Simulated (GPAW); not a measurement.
# Al (P6_3/mmc) in GPAW: notebook

Runs on Al. Level: PBEsol. Tasks: single point.

Program: GPAW 26.7.0. These are calculated values, not measurements. Logs are shortened: lines on timing, memory, paths and dates and some standing lists are left out, and cuts for length are marked. The log counts tension as positive stress, the text compression.

## (1) The crystal as given

It takes space group P6_3/mmc (No. 194, hexagonal). The conventional cell has a = 2.700 Å, b = 2.700 Å, c = 4.867 Å, α = 90.00°, β = 90.00°, γ = 120.00°. Around Al (site symmetry -6m2) lie 12 Al at 2.70 to 2.89 Å.

This isn't the form of Al at room conditions, which is fcc.

## (2) Single point, PBEsol, 15.36 Å³/atom

run.py reads:

```python
from ase import Atoms
from ase.dft.bandgap import bandgap
from ase.io import write
from ase.units import GPa
from gpaw import GPAW, PW, setup_paths

setup_paths.insert(0, '.')

atoms = Atoms(['Al', 'Al'],
              cell=[[2.6999571374, 0.0, 0.0],
                    [-1.3499785687, 2.3382314701, 0.0],
                    [0.0, 0.0, 4.86685]],
              scaled_positions=[[0.3333333333, 0.6666666667, 0.25],
                                [0.6666666667, 0.3333333333, 0.75]],
              pbc=True)

calc = GPAW(mode=PW(600),
            xc='PBEsol',
            kpts={'size': (11, 11, 6), 'gamma': True},
            occupations={'name': 'fermi-dirac', 'width': 0.05},
            nbands=10,
            convergence={'density': 1e-05, 'energy': 1e-05},
            maxiter=150,
            txt='gpaw.txt')
atoms.calc = calc
energy = atoms.get_potential_energy()
forces = atoms.get_forces()
stress = atoms.get_stress()
calc.write('gs.gpw')
write('result.traj', atoms)
print(f'Energy: {energy:.6f} eV')
print('Forces (eV/A):')
print(forces.round(4))
print('Stress (GPa):', (stress / GPa).round(3))
print('Fermi level:', round(calc.get_fermi_level(), 4), 'eV')
print(f'Gap: {bandgap(calc)[0]:.4f} eV, direct: {bandgap(calc, direct=True)[0]:.4f} eV')
```

Potentials or basis: PAW data sets generated in the run's folder for this functional, pw.

Run with:

```
> gpaw-setup -f PBEsol Al
> OMP_NUM_THREADS=1 python run.py
```

gpaw.txt:

```text
__  _  _
 | _ |_)|_||  |
 |__||  | ||/\| - 26.7.0

Input parameters:
  mode=PW(ecut=600.0),
  convergence={'density': 1e-05, 'energy': 1e-05},
  kpts=MonkhorstPack(size=(11, 11, 6), gamma=True),
  maxiter=150,
  nbands=10,
  occupations=Occupations(name='fermi-dirac', width=0.05),
  xc=XC(name='PBEsol')

Diagonalizing LCAO Hamiltonian
Converting LCAO to pw mode

          Al

        Al

Atoms  # Å, Bohr magnetons
|   | symbol |         x |        y |        z |    initial magnetic moments |
|---|--------|-----------|----------|----------|-----------------------------|
| 0 |     Al | -0.000000 | 1.558821 | 1.216713 | ( 0.0000,  0.0000,  0.0000) |
| 1 |     Al |  1.349979 | 0.779410 | 3.650138 | ( 0.0000,  0.0000,  0.0000) |

Unit cell  # Å
| periodic |         x |        y |        z |  lengths |     angles |
|----------|-----------|----------|----------|----------|------------|
|      yes |  2.699957 | 0.000000 | 0.000000 | 2.699957 |  90.000000 |
|      yes | -1.349979 | 2.338231 | 0.000000 | 2.699957 |  90.000000 |
|      yes |  0.000000 | 0.000000 | 4.866850 | 4.866850 | 120.000000 |

Number of symmetries: 12
Symmetry operations  # r_c * U_cc + t_c -> r_c
|    | kind |            matrix            |
|----|------|------------------------------|
|  0 |  σ   |  1, 1, 0,  0,-1, 0,  0, 0, 1 |
|  1 |  S6  |  1, 1, 0, -1, 0, 0,  0, 0,-1 |
|  2 |  E   |  1, 0, 0,  0, 1, 0,  0, 0, 1 |
|  3 |  C2  |  1, 0, 0, -1,-1, 0,  0, 0,-1 |
|  4 |  C2  |  0, 1, 0,  1, 0, 0,  0, 0,-1 |
|  5 |  C3  |  0, 1, 0, -1,-1, 0,  0, 0, 1 |
|  6 |  S6  |  0,-1, 0,  1, 1, 0,  0, 0,-1 |
|  7 |  σ   |  0,-1, 0, -1, 0, 0,  0, 0, 1 |
|  8 |  σ   | -1, 0, 0,  1, 1, 0,  0, 0, 1 |
|  9 |  i   | -1, 0, 0,  0,-1, 0,  0, 0,-1 |
| 10 |  C3  | -1,-1, 0,  1, 0, 0,  0, 0, 1 |
| 11 |  C2  | -1,-1, 0,  0, 1, 0,  0, 0,-1 |

BZ-sampling:
  Number of BZ points: 726
  Number of IBZ points: 84

  Monkhorst-Pack size: [11, 11, 6]
  Monkhorst-Pack shift: [0.0, 0.0, 0.08333333333333333]

K-points  # in reciprocal-cell coordinates
|     |                                coordinates |     weight |
|-----|--------------------------------------------|------------|
|   0 | (  0.00000000,   0.00000000,   0.00000000) | 0.00137741 |
|   1 | (  0.00000000,   0.00000000,   0.16666667) | 0.00275482 |
|   2 | (  0.00000000,   0.00000000,   0.33333333) | 0.00275482 |
|   3 | (  0.00000000,   0.00000000,   0.50000000) | 0.00137741 |
|   4 | (  0.09090909,   0.00000000,  -0.33333333) | 0.00826446 |
|   5 | (  0.09090909,   0.00000000,  -0.16666667) | 0.00826446 |
|   6 | (  0.09090909,   0.00000000,   0.00000000) | 0.00826446 |
|   7 | (  0.09090909,   0.00000000,   0.16666667) | 0.00826446 |
|   8 | (  0.09090909,   0.00000000,   0.33333333) | 0.00826446 |
|   9 | (  0.09090909,   0.00000000,   0.50000000) | 0.00826446 |
| ... |                                            |            |
|  83 | (  0.45454545,   0.45454545,   0.50000000) | 0.00826446 |

Plane wave coefficients: 1063
Cutoff: 600.0 eV

Spin-components: 1 (collinear spins)
Bands:           10
Projectors:      10
Spin-degeneracy: 2
Datatype:        complex128

Parallelization:
  kpt:    1
  domain: 1
  band:   1

Density:
  Valence electrons: 6.0
  Components: 1
  Grid points: [16 16 28]
  Charge: 0.0  # |e|

Potential:
  Grid points: [16 16 28]

species:
  Al:
    name:    Aluminium
    Z:       13.0
    valence: 3
    core:    10
    charge:  0.0  # [|e|]
    compensation charges:
      type: gauss
      rc: 0.34  # [Å]
      lmax: 2
    cutoffs:
      filter: 1.91  # [Å]
      core: 2.36  # [Å]
    projectors
    | kind |    occ | energy [eV] | rcut [Å] |
    |------|--------|-------------|----------|
    |   3s |  2.000 |      -7.715 |    1.085 |
    |   3p |  1.000 |      -2.689 |    1.085 |
    |    s |        |      19.497 |    1.085 |
    |    p |        |      24.522 |    1.085 |
    |    d |        |       0.000 |    1.085 |

    Using partial waves for Al as LCAO basis

Reference energy: -13180.255454  # eV

eigensolver:
  PPCG
  Converge bands: occupied
  niter=2

density mixing:
  MSR1-Mixer
  Pratt-step length: 0.05
  Maximum mixing coefficient: 0.75
  Old densities: 10
  SVD Regularization: 0.005
  Good broyden scale: 1.0
  Trust region scale: 1.0
  Backstep threshold: 4.0
  History deletion threshold: 6.0
  Fourier metric: weight=20.0, sigma=0.015

occupation numbers:
  Fermi-Dirac:
    width: 0.0500  # eV

poisson solver:
  ecut: 4800.0  # eV

xc functional:
  name: PBEsol with 2 nearest neighbor stencil

convergence criteria:
- Maximum integral of absolute [dens]ity change: 1e-05 electrons / valence electron
- Maximum [total energy] change in last 3 cyles: 1e-05 eV / valence electron
- Maximum integral of absolute [eigenst]ate change: 4e-08 eV^2 / valence electron
maximum number of iterations: 150

SCF iterations
|iter     | |      energy | eigst |  dens |
|---------|-|-------------|-------|-------|
|iter:   1| |   -8.032511 | -0.21 |       |
|iter:   2| |   -8.032882 | -3.29 | -0.99 |
|iter:   3| |   -8.031780 | -3.06 | -1.01 |
|iter:   4| |   -8.032393 | -3.80 | -1.57 |
|iter:   5| |   -8.032411 | -6.02 | -2.95 |
|iter:   6| |   -8.032415c| -6.69 | -3.36 |
|iter:   7| |   -8.032414c| -7.90c| -4.25 |
|iter:   8| |   -8.032414c| -8.44c| -4.64 |
|iter:   9| |   -8.032414c| -9.54c| -5.72c|

Converged in 9 steps
Energy contributions relative to reference atoms: (reference = -13180.255454)

Energy contributions:
  Kinetic:          14.553164
  Coulomb:          -9.139514
  Zero:             -0.018524
  External:          0.000000
  Xc:              -13.425497
  Entropy:          -0.004089
  Spinorbit:         0.000000
  ----------------------------
  Free energy:      -8.034459
  Extrapolated:     -8.032414

dipole moment: (-0.000001, -0.000001, -0.000002)  # |e|*Ang

Fermi level: 7.841
Eigenvalues  # (at kpt = [0.000, 0.000, 0.000])
| band index |      eig [eV] | occ [0-2] |
|------------|---------------|-----------|
|          0 |        -3.841 |     2.000 |
|          1 |         2.112 |     2.000 |
|          2 |         2.422 |     2.000 |
|          3 |        18.510 |     0.000 |
|          4 |        19.736 |     0.000 |
|          5 |        20.486 |     0.000 |
|          6 |        20.486 |     0.000 |
|          7 |        20.664 |     0.000 |
|          8 |        20.664 |     0.000 |
|          9 |        24.026 |     0.000 |

No gap
No difference between direct/indirect transitions

Forces  # eV/Ang
|        x |        y |        z |
|----------|----------|----------|
| -0.00000 | -0.00000 |  0.00000 |  # Al   0
|  0.00000 |  0.00000 | -0.00000 |  # Al   1

Stress tensor  # eV/Ang^3
|         x |         y |         z |
|-----------|-----------|-----------|
| -0.060228 | -0.000000 |  0.000000 |
| -0.000000 | -0.060228 | -0.000000 |
|  0.000000 | -0.000000 | -0.005644 |

# Writing to gs.gpw (mode='')
```

It took 14 s on 1 thread of Arm Neoverse V1, shared host; peak memory 0.15 GiB.

What came out:

* Free energy: -8.0345 eV
* Pressure: 6.7 GPa
* Band gap on the k mesh: none (metal or under the smearing width)

Caveat: the density grid can change from cell to cell, which puts small steps into energies and stress.

## (3) Single point, PBEsol, 16.01 Å³/atom

run.py: that of step 2 with these lines changed.

```diff
@@ -9,4 +9,4 @@
 atoms = Atoms(['Al', 'Al'],
-              cell=[[2.6999571374, 0.0, 0.0],
-                    [-1.3499785687, 2.3382314701, 0.0],
+              cell=[[2.7562062445, 0.0, 0.0],
+                    [-1.3781031222, 2.3869446258, 0.0],
                     [0.0, 0.0, 4.86685]],
```

Potentials or basis: PAW data sets generated in the run's folder for this functional, pw.

Run with:

```
> gpaw-setup -f PBEsol Al
> OMP_NUM_THREADS=1 python run.py
```

It took 13 s on 1 thread of Arm Neoverse V1, shared host; peak memory 0.15 GiB.

It converged, with:

| Item | Value |
| --- | --- |
| Free energy | -8.0901 eV |
| Pressure | 2.4 GPa |
| Band gap on the k mesh | none (metal or under the smearing width) |

Caveat: the density grid can change from cell to cell, which puts small steps into energies and stress.
